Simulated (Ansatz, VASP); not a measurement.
# CdSe (Cadmoselite): VASP beside Ansatz

One calculation is typed for both programs; each brings its own data sets and cutoff. How far apart do they land? Other levels of theory on this material are compared in a session of their own.

Main program and level: Ansatz 0.2.0; plane waves, with VASP 6.6.1 beside it; band structure at LDA.

The database entry behind the starting cell differs from later determinations by our own check (inner coordinate of an old entry), so it need not match the best structure at ambient conditions.

## Step 1: Starting point

The structure is hexagonal, space group P6_3mc (No. 186). Conventional cell: a = 4.300 Å, b = 4.300 Å, c = 7.020 Å, α = 90.00°, β = 90.00°, γ = 120.00°. Cd has 4 Se at 2.61 to 2.70 Å nearest. Nearest to Se lie 4 Cd at 2.61 to 2.70 Å. Farther neighbours and most contacts between anions are not listed.

## Step 2: VASP: band structure, LDA

The same path points are solved in both programs, so levels can be compared one by one.

Lines of VASP's logs that name or quote its potential files are left out, and so is its time.

INCAR

```
SYSTEM = CdSe
PREC = Accurate
ENCUT = 400
EDIFF = 1E-06
NELM = 100
ISMEAR = 0
SIGMA = 0.02
LREAL = .FALSE.
ALGO = Normal
GGA = CA
NBANDS = 32
LORBIT = 11
LWAVE = .FALSE.
LCHARG = .FALSE.
KPAR = 4
NCORE = 2
```

POSCAR

```
CdSe
1.0
    4.3000000000      0.0000000000      0.0000000000
   -2.1500000000      3.7239092363      0.0000000000
    0.0000000000      0.0000000000      7.0200000000
Cd Se
2 2
Direct
    0.3333333333      0.6666666667      0.0000000000
    0.6666666667      0.3333333333      0.5000000000
    0.3333333333      0.6666666667      0.3850000000
    0.6666666667      0.3333333333      0.8850000000
```

KPOINTS

```
Automatic mesh
0
Gamma
4 4 2
0 0 0
```

KPOINTS_OPT

```
Line mode
16
Line-mode
Reciprocal
  0.00000000   0.00000000   0.00000000 GAMMA
  0.50000000   0.00000000   0.00000000 M

  0.50000000   0.00000000   0.00000000 M
  0.33333333   0.33333333   0.00000000 K

  0.33333333   0.33333333   0.00000000 K
  0.00000000   0.00000000   0.00000000 GAMMA

  0.00000000   0.00000000   0.00000000 GAMMA
  0.00000000   0.00000000   0.50000000 A

  0.00000000   0.00000000   0.50000000 A
  0.50000000   0.00000000   0.50000000 L

  0.50000000   0.00000000   0.50000000 L
  0.33333333   0.33333333   0.50000000 H

  0.33333333   0.33333333   0.50000000 H
  0.00000000   0.00000000   0.50000000 A

  0.50000000   0.00000000   0.50000000 L
  0.50000000   0.00000000   0.00000000 M

  0.33333333   0.33333333   0.00000000 K
  0.33333333   0.33333333   0.50000000 H
```

Potentials, in the order of the species: Cd and Se (PBE family, release 64).

Command:

```bash
$ mpirun -np 8 vasp_std
```

Numbers of over 12 decimals in the logs are rounded to 6 here.

What it wrote:

```text
[banner, memory and clock lines left out]
running    8 mpi-ranks, on    1 nodes
 distrk:  each k-point on    2 cores,    4 groups
 distr:  one band on    2 cores,    1 groups

 POSCAR found type information on POSCAR CdSe
 POSCAR found :  2 types and       4 ions
|                                                                             |
|               ----> ADVICE to this user running VASP <----                  |
|                                                                             |
|     You enforced a specific xc type in the INCAR file but a different       |
|     [... a line on the potential file left out ...]
|     I HOPE YOU KNOW WHAT YOU ARE DOING!                                     |
|                                                                             |

 LDA part: xc-table for (Slater(with rela. corr.)+CA(PZ))
 , standard interpolation
 POSCAR, INCAR and KPOINTS ok, starting setup
 FFT: planning ... GRIDC
 FFT: planning ... GRID_SOFT
 FFT: planning ... GRID
 WAVECAR not read
 entering main loop
       N       E                     dE             d eps       ncg     rms          rms(c)
DAV:   1     0.213091210226E+03    0.21309E+03   -0.14756E+04   512   0.837E+02
DAV:   2    -0.391924195168E+01   -0.21701E+03   -0.20793E+03   592   0.246E+02
DAV:   3    -0.143394288459E+02   -0.10420E+02   -0.10370E+02   640   0.549E+01
DAV:   4    -0.143992977908E+02   -0.59869E-01   -0.59863E-01   552   0.412E+00
DAV:   5    -0.143996551789E+02   -0.35739E-03   -0.35739E-03   624   0.285E-01    0.806E+00
DAV:   6    -0.135535473169E+02    0.84611E+00   -0.12262E+00   664   0.115E+01    0.654E+00
DAV:   7    -0.135127030967E+02    0.40844E-01   -0.41285E-01   608   0.290E+00    0.308E+00
DAV:   8    -0.135061936049E+02    0.65095E-02   -0.40059E-02   576   0.175E+00    0.319E-01
DAV:   9    -0.135051181433E+02    0.10755E-02   -0.52926E-03   592   0.774E-01    0.830E-02
DAV:  10    -0.135050518432E+02    0.66300E-04   -0.39927E-04   576   0.180E-01    0.460E-02
DAV:  11    -0.135050799505E+02   -0.28107E-04   -0.12686E-04   592   0.718E-02    0.237E-02
DAV:  12    -0.135050672537E+02    0.12697E-04   -0.25534E-05   584   0.464E-02    0.109E-02
DAV:  13    -0.135050673848E+02   -0.13108E-06   -0.36890E-06   584   0.745E-03
   1 F= -.13505067E+02 E0= -.13505067E+02  d E =-.309140E-11
 Start KPOINTS_OPT (optional k-point list driver)
k-point batch [1-8\144]
       N       E                     dE             ncg
DAV:   1     0.207479478663E+03   -0.10418E+04      520
DAV:   2    -0.148211679918E+04   -0.16896E+04      592
DAV:   3    -0.156580217040E+04   -0.83685E+02      584
DAV:   4    -0.156631351344E+04   -0.51134E+00      560
DAV:   5    -0.156631663196E+04   -0.31185E-02      616
DAV:   6    -0.156631667371E+04   -0.41746E-04      552
DAV:   7    -0.156631667453E+04   -0.82384E-06      528
[...]
k-point batch [137-144\144]
       N       E                     dE             ncg
DAV:   1     0.353233908665E+02   -0.82111E+04      512
DAV:   2    -0.159279086982E+04   -0.16281E+04      592
DAV:   3    -0.166468767467E+04   -0.71897E+02      600
DAV:   4    -0.166506319191E+04   -0.37552E+00      600
DAV:   5    -0.166506547274E+04   -0.22808E-02      624
DAV:   6    -0.166506550040E+04   -0.27661E-04      624
DAV:   7    -0.166506550082E+04   -0.42854E-06      560
```

From OUTCAR (step 2):

```text
ion  position               nearest neighbor table
   1  0.333  0.667  0.000-   4 2.61   4 2.61   4 2.61   3 2.70
   2  0.667  0.333  0.500-   3 2.61   3 2.61   3 2.61   4 2.70
   3  0.333  0.667  0.385-   2 2.61   2 2.61   2 2.61   1 2.70
   4  0.667  0.333  0.885-   1 2.61   1 2.61   1 2.61   2 2.70

  LATTYP: Found a hexagonal cell.
 ALAT       =     4.3000000000
 C/A-ratio  =     1.6325581395

 Subroutine GETGRP returns: Found 12 space group operations
 (whereof  6 operations were pure point group operations)

The static configuration has the point symmetry C_3v.
 The point group associated with its full space group is C_6v.

 Found      8 irreducible k-points:

   k-points           NKPTS =      8   k-points in BZ     NKDIM =      8   number of bands    NBANDS=     32

   dimension x,y,z NGX =    28 NGY =   28 NGZ =   48
   dimension x,y,z NGXF=    56 NGYF=   56 NGZF=   96

   ENCUT  =  400.0 eV  29.40 Ry    5.42 a.u.   7.01  7.01 11.45*2*pi/ulx,y,z

   NELECT =      36.0000    total number of electrons

 k-points in reciprocal lattice and weights: Automatic mesh
   0.00000000  0.00000000  0.00000000       0.031
   0.25000000 -0.00000000  0.00000000       0.188
   0.50000000 -0.00000000  0.00000000       0.094
   0.25000000  0.25000000  0.00000000       0.188
   0.00000000  0.00000000  0.50000000       0.031
   0.25000000 -0.00000000  0.50000000       0.188
   0.50000000 -0.00000000  0.50000000       0.094
   0.25000000  0.25000000  0.50000000       0.188

 average (electrostatic) potential at core
       1 -39.9657       2 -39.9657       3 -56.3836       4 -56.3836

 E-fermi :   0.7450

 k-point     1 :       0.0000    0.0000    0.0000
  band No.  band energies     occupation
    ...
     14      -0.0791      2.00000
     15      -0.0791      2.00000
     16       0.6425      2.00000
     17       0.6573      2.00000
     18       0.6573      2.00000
     19       1.1018      0.00000
     20       2.5532      0.00000
     21       6.3678      0.00000
     22       6.3678      0.00000
     23       6.6252      0.00000
    ...

 k-point     2 :       0.2500   -0.0000    0.0000
  band No.  band energies     occupation
    ...
     14      -1.9445      2.00000
     15      -1.5963      2.00000
     16      -0.7212      2.00000
     17       0.1985      2.00000
     18       0.2170      2.00000
     19       3.0970      0.00000
     20       3.9108      0.00000
     21       5.6791      0.00000
     22       6.3733      0.00000
     23       7.0829      0.00000
    ...

 k-point     3 :       0.5000   -0.0000    0.0000
  band No.  band energies     occupation
    ...
     14      -3.1599      2.00000
     15      -1.9742      2.00000
     16      -1.2443      2.00000
     17      -0.6244      2.00000
     18      -0.1954      2.00000
     19       3.7040      0.00000
     20       3.7609      0.00000
     21       5.2779      0.00000
     22       6.6407      0.00000
     23       7.1645      0.00000
    ...

  Total       -0.6291642     -0.6291642     -2.0398700      0.0000000     -0.0000000     -0.0000000
  in kB       -8.9674703     -8.9674703    -29.0742433      0.0000000     -0.0000000     -0.0000000
  external PRESSURE =     -15.6697280 kB  Pullay stress =       0.0000000 kB

  energy-cutoff  :      400.00
  volume of cell :      112.41
      direct lattice vectors                 reciprocal lattice vectors
     4.300000000  0.000000000  0.000000000     0.232558140  0.134267504  0.000000000
    -2.150000000  3.723909236  0.000000000     0.000000000  0.268535009  0.000000000
     0.000000000  0.000000000  7.020000000     0.000000000  0.000000000  0.142450142

 POSITION                                       TOTAL-FORCE (eV/Angst)
 -----------------------------------------------------------------------------------
     -0.00000      2.48261      0.00000         0.000000     -0.000000      0.282434
      2.15000      1.24130      3.51000        -0.000000     -0.000000      0.282434
     -0.00000      2.48261      2.70270         0.000000     -0.000000     -0.282434
      2.15000      1.24130      6.21270         0.000000      0.000000     -0.282434
 -----------------------------------------------------------------------------------
    total drift:                               -0.000000     -0.000000      0.000111

  FREE ENERGIE OF THE ION-ELECTRON SYSTEM (eV)
  ---------------------------------------------------
  free  energy   TOTEN  =       -13.5050673848 eV

  energy  without entropy=      -13.5050673848  energy(sigma->0) =      -13.50506738

 total charge
# of ion       s       p       d       tot
------------------------------------------
    1        0.453   0.323   9.549  10.324
    2        0.453   0.323   9.549  10.324
    3        1.447   2.376   0.023   3.846
    4        1.447   2.376   0.023   3.846
--------------------------------------------------
tot          3.800   5.398  19.143  28.340

[... 3 further parts left out ...]
```

The run ends at a pressure of -1.57 GPa, with forces up to 0.28 eV/Å.

## Step 3: Ansatz: band structure, LDA

Ansatz runs on its default PAW (the set named soft_2) files.

The same cell, functional (in two slightly different forms), mesh and smearing now go to Ansatz, which takes its cutoff from its data sets.

input.yaml

```yaml
crystal:
  lattice:
    - [4.3, 0.0, 0.0]
    - [-2.15, 3.7239092363, 0.0]
    - [0.0, 0.0, 7.02]
  atoms:
    - { symbol: Cd, position: [0.3333333333, 0.6666666667, 0.0] }
    - { symbol: Cd, position: [0.6666666667, 0.3333333333, 0.5] }
    - { symbol: Se, position: [0.3333333333, 0.6666666667, 0.385] }
    - { symbol: Se, position: [0.6666666667, 0.3333333333, 0.885] }
hamiltonian:
  xc: lda
  pseudopotentials: { kind: paw }
kpoints:
  mp_grid: { grid: [4, 4, 2] }
  band_path:
    path:
      - [0.0, 0.0, 0.0]
      - [0.13333, 0.0, 0.0]
      - [0.3, 0.0, 0.0]
      - [0.46667, 0.0, 0.0]
      - [0.46667, 0.06667, 0.0]
      - [0.41111, 0.17778, 0.0]
      - [0.35556, 0.28889, 0.0]
      - [0.28889, 0.28889, 0.0]
      - [0.17778, 0.17778, 0.0]
      - [0.06667, 0.06667, 0.0]
      - [0.0, 0.0, 0.03333]
      - [0.0, 0.0, 0.2]
      - [0.0, 0.0, 0.36667]
      - [0.0, 0.0, 0.5]
      - [0.16667, 0.0, 0.5]
      - [0.3, 0.0, 0.5]
      - [0.46667, 0.0, 0.5]
      - [0.46667, 0.06667, 0.5]
      - [0.41111, 0.17778, 0.5]
      - [0.35556, 0.28889, 0.5]
      - [0.28889, 0.28889, 0.5]
      - [0.17778, 0.17778, 0.5]
      - [0.06667, 0.06667, 0.5]
      - [0.5, 0.0, 0.46667]
      - [0.5, 0.0, 0.3]
      - [0.5, 0.0, 0.13333]
      - [0.33333, 0.33333, 0.0]
      - [0.33333, 0.33333, 0.16667]
      - [0.33333, 0.33333, 0.33333]
      - [0.33333, 0.33333, 0.5]
    npoints: 1
scf:
  occupations: { method: gaussian, width: 0.02 }
  n_extra_bands: 8
output:
  forces: true
  stress: true
  eigenvalues: true
```

Command:

```bash
$ ansatz run input.yaml --threads 2 --pin off --max-ram 4608MiB --backend cpu --events-out ev --progress --plain --runs-dir out
```

What it wrote:

```text
scf.n_extra_bands = 8 over 36 filled bands (N_el = 72.0): the run solves 44 bands
Engine: ansatz 0.2.0, x86_64-unknown-linux-gnu
Pseudopotentials: kind: paw
Pseudopotential: Cd, paw, valence charge 20, recommended cutoff 420 eV (normal), Cd.paw.azcp
Pseudopotential: Se, paw, valence charge 16, recommended cutoff 420 eV (normal), Se.paw.azcp
Functional definition: SPW92
  exchange = slater_x
  correlation = pw_c
Crystal: 4 atoms, lattice volume = 112.410 Å³
Basis set: ecut = 420 eV, 2189 PW (Γ)
Bands: 44, of which v1, the nominal top of the filled ones, is band 36 counted from 1 (35 counted from 0)
Symmetry: 12 space group operations
Space group: P63mc (ITA 186), of the structure as read, at distance tolerance 4.8e-5 Å
k-points: 8 of 32
Non-local potential: Cd, projectors of the file, l = 0: 3, l = 1: 2, l = 2: 2, l = 3: 1
Non-local potential: Se, projectors of the file, l = 0: 2, l = 1: 2, l = 2: 3, l = 3: 1
PAW form: soft (Blöchl's): semilocal exchange-correlation on the pseudo side does not see the compensation charge
PAW frozen core: Cd, regenerated for the run's functional, and the local potential with it (the file was generated under x = pbe(κ = 0.804, μ = 0.219515), c = pbe(β = 0.066725))
PAW frozen core: Se, regenerated for the run's functional, and the local potential with it (the file was generated under x = pbe(κ = 0.804, μ = 0.219515), c = pbe(β = 0.066725))
PAW one-centre angular grid: Cd, 590 points (default); XC on 64 Gauss nodes
PAW one-centre angular grid: Se, 590 points (default); XC on 64 Gauss nodes
Initial density: superposition of atomic densities (neutral atoms: chi_scale 0, normalization atom), corrected by the library's trained network
Initial wavefunctions: pseudopotential atomic-orbital guess
Functional: x = slater, c = lda
SCF iter   1: F=—  HF=-27004.375194 eV  |F-HF|=—  |Δ(HF+E_count)|=         —  Δρ=6.87e-3  dr2=3.79e-2  ethr=1.77e-3  ⟨swp⟩=6.4  Hψ=1299  notcnv=0
preconditioner: auto → Resta (q_TF=auto, 2.533 Å⁻¹)  ε∞=4.1  [insulator: Δε(μ)=0.375 eV  Ē_g=11.926 eV  σ=0.020 eV  W_gap=1.00  n_scr=34 (ndim 8)  ℏωp=21.0 eV  f_vac=0.201  D(μ)=0.00/eV (n_scr^D=0)  ε∞_Penn≈4.1]
SCF iter   2: F=—  HF=-27004.364616 eV  |F-HF|=—  |Δ(HF+E_count)|=   1.06e-2  Δρ=2.70e-3  dr2=6.02e-3  ethr=5.26e-5  ⟨swp⟩=2.0  Hψ=585  notcnv=0  defer=23
SCF iter   3: F=—  HF=-27004.363411 eV  |F-HF|=—  |Δ(HF+E_count)|=   1.21e-3  Δρ=9.97e-4  dr2=8.77e-4  ethr=8.36e-6  ⟨swp⟩=1.8  Hψ=367  notcnv=0  defer=23
SCF iter   4: F=—  HF=-27004.363335 eV  |F-HF|=—  |Δ(HF+E_count)|=   7.54e-5  Δρ=1.47e-4  dr2=2.77e-5  ethr=1.22e-6  ⟨swp⟩=2.0  Hψ=361  notcnv=0  defer=23
SCF iter   5: F=—  HF=-27004.363365 eV  |F-HF|=—  |Δ(HF+E_count)|=   3.00e-5  Δρ=3.83e-5  dr2=2.40e-6  ethr=3.85e-8  ⟨swp⟩=2.1  Hψ=550  notcnv=0  defer=23
SCF iter   6: F=—  HF=-27004.363365 eV  |F-HF|=—  |Δ(HF+E_count)|=   4.71e-8  Δρ=1.61e-5  dr2=4.63e-7  ethr=3.33e-9  ⟨swp⟩=2.0  Hψ=553  notcnv=0  defer=23
SCF iter   7: F=-27004.363365 eV  HF=-27004.363365 eV  |F-HF|=2.35e-8  |Δ(HF+E_count)|=   1.62e-7  Δρ=4.41e-6  dr2=3.80e-8  ethr=1.39e-10  ⟨swp⟩=8.0  Hψ=1559  notcnv=0
SCF 1 converged in 7 iterations: F = -27004.363365 eV  dr2 = 3.80e-8
  greatest PAW one-centre occupation: 1.000 electrons in one spin orbital (limit 2), on the Cd atom at site 1 (counted from 0), in its partial waves of l = 0
NSCF: frozen V_eff on 30 k-points
SCF converged after 7 iterations
Free energy (F): -27004.363365 eV
Harris-Foulkes:  -27004.363365 eV  (|F-HF|=2.35e-8)
Internal energy: -27004.363365 eV  (E = F + TS)
E sigma→0 (E₀):  -27004.363365 eV
Fermi energy:    7.379443 eV
--- Per-component energies (eV) ---
  E_band       = -1804.863079
  E_kinetic    = 1248.885534
  E_local      = -12803.844118  (includes V_loc(G=0)·N_el)
  E_nonlocal   = -1096.568374
  E_hartree    = 6071.022110
  E_xc         = -557.773449
  E_vxc        = -639.222235  (∫ρ·V_xc dr)
  E_paw        = -11549.048983  (= ΣΔE_a)
  E_vpaw       = -656.171105  (= ΣTr[D̂ρ^β])
  E_aug_tail   = -0.001179  (compensation charges beyond the density's cutoff)
  E_ewald      = -8323.002769
  E_core_change = 5.967862  (= ΣΔE_core)
  E_smearing   = -0.000000  (= −TS)
  E_closure    = -0.000000  (closes the sum)
  Σ components = -27004.363365   (vs F -27004.363365, Δ=0.00e0)
--- Forces (eV/Å), atoms counted from 1 ---
  atom   1  Cd     0.00000000    -0.00000000     0.26801582
  atom   2  Cd    -0.00000000     0.00000000     0.26801582
  atom   3  Se     0.00000000    -0.00000000    -0.26800609
  atom   4  Se     0.00000000     0.00000000    -0.26800609
  max |Σ_I F_I| component: 1.95e-5 eV/Å
--- Stress (GPa, compression-positive) ---
       -1.108552       0.000000       0.000000
        0.000000      -1.108552      -0.000000
       -0.000000      -0.000000      -2.979842
  P = ⅓ Tr σ = -1.7323 GPa (-17.323 kbar)
--- Band table (eV; the first three rows and the last of 8) ---
  k-point 0: bands = [... 32 lower, 6.4407, 7.1535, 7.1703, 7.1703, 7.5879, 9.0579, 12.9094, 12.9094, ... 4 higher]
  k-point 1: bands = [... 32 lower, 6.7898, 6.7898, 6.7898, 6.7898, 9.2839, 9.2839, 12.8017, 12.8017, ... 4 higher]
  k-point 2: bands = [... 32 lower, 4.9226, 5.8034, 6.7153, 6.7337, 9.5899, 10.4238, 12.1912, 12.8990, ... 4 higher]
  k-point 7: bands = [... 32 lower, 5.0351, 5.0351, 6.0076, 6.0076, 10.7471, 10.7471, 12.5304, 12.5304, ... 4 higher]
```

Wall time 2.2 s (2 threads of Intel Xeon 6975P-C (Granite Rapids), shared host); peak memory 0.42 GiB; 4.2 s of CPU time.

Reading the cycles: dr2 is the Hartree energy of the density residual (eV), the measure of convergence; HF is the Harris–Foulkes estimate of the energy, which meets the free energy F at convergence.

## Step 4: Comparison

Known differences besides the potentials themselves: the two LDA forms differ slightly; the data sets hold 72 valence electrons in Ansatz (default PAW (the set named soft_2) files) and 36 in VASP; the cutoff is 420 eV in Ansatz and 400 eV in VASP; Ansatz makes its cores anew for this functional, VASP keeps those of its PBE data sets; VASP's log shows a relativistic correction to its local exchange, Ansatz's none. Total energies have different zeros and are not compared.

Both answers:

```csv
quantity,Ansatz,VASP,difference
pressure (GPa),-1.73,-1.57,-0.17
gap over the path points (eV),0.418,0.444,-0.027
```

Forces (eV/Å; atoms numbered as in POSCAR):

```csv
atom,"Ansatz x, y, z","VASP x, y, z"
Cd1,"0.000, 0.000, 0.268","0.000, 0.000, 0.282"
Cd2,"0.000, 0.000, 0.268","0.000, 0.000, 0.282"
Se3,"0.000, 0.000, -0.268","0.000, 0.000, -0.282"
Se4,"0.000, 0.000, -0.268","0.000, 0.000, -0.282"
```

Levels at points of the path, from each program's valence-band top (eV; 4 filled, then empty):

```csv
k (reciprocal lattice),Ansatz,VASP
0.000 0.000 0.000,-0.73 -0.02 0.00 0.00 0.42 1.89 5.74,-0.74 -0.01 0.00 0.00 0.44 1.90 5.71
0.133 0.000 0.000,-1.19 -0.96 -0.15 -0.13 1.53 2.66 5.23,-1.19 -0.97 -0.15 -0.13 1.56 2.67 5.21
0.300 0.000 0.000,-2.58 -1.54 -0.65 -0.57 2.68 3.26 5.00,-2.59 -1.55 -0.65 -0.57 2.70 3.25 4.99
0.467 0.000 0.000,-2.63 -1.88 -1.24 -0.84 3.03 3.12 4.65,-2.65 -1.89 -1.25 -0.84 3.04 3.11 4.63
0.467 0.067 0.000,-2.61 -1.98 -1.29 -0.96 3.18 3.30 4.62,-2.62 -2.00 -1.30 -0.96 3.20 3.29 4.60
0.411 0.178 0.000,-2.74 -2.18 -1.47 -1.38 3.84 4.19 4.46,-2.76 -2.20 -1.49 -1.39 3.86 4.19 4.44
0.356 0.289 0.000,-3.09 -1.97 -1.79 -1.68 4.21 4.51 4.72,-3.11 -1.98 -1.80 -1.69 4.19 4.53 4.75
0.289 0.289 0.000,-2.97 -2.15 -1.70 -1.50 4.29 4.31 4.76,-2.99 -2.17 -1.72 -1.51 4.26 4.33 4.78
0.178 0.178 0.000,-2.59 -1.86 -0.87 -0.65 3.02 4.04 5.00,-2.61 -1.87 -0.88 -0.65 3.04 4.05 4.99
0.067 0.067 0.000,-1.09 -0.85 -0.13 -0.10 1.38 2.52 5.32,-1.09 -0.85 -0.13 -0.10 1.40 2.53 5.29
```

The forces differ by 8.3 meV/Å r.m.s., which is 5.1 % of the r.m.s. force of 0.16 eV/Å (both taken over all components). Among the levels compared at these points, filled levels agree within 23 meV and empty ones within 29 meV.

## Step 5: Summary of results

```
difference in gap over the path points (band structure, LDA) : -0.027 eV
r.m.s. force difference (band structure, LDA)                : 8.3 meV/Å
```

The r.m.s. force difference is 8.3 meV/Å (band structure, LDA), within the 12 meV/Å picked in this series as the mark of a large difference. 3 further runs of this series are not shown here. How closely two codes agree says nothing of how well the functional describes the real material.

[Lines on the potential files, build, host, timing and source positions are cut from VASP's logs without a mark.]

[Logs are printed without paths, hosts, clocks, repeated set-up lines and the standing remarks that a program may print on its own settings, such as how far it seeks lower states.]

[Hosts, paths, dates, database ids (printed as entryN), source tags and the programs' standing remarks are cut or masked in the printed files.]
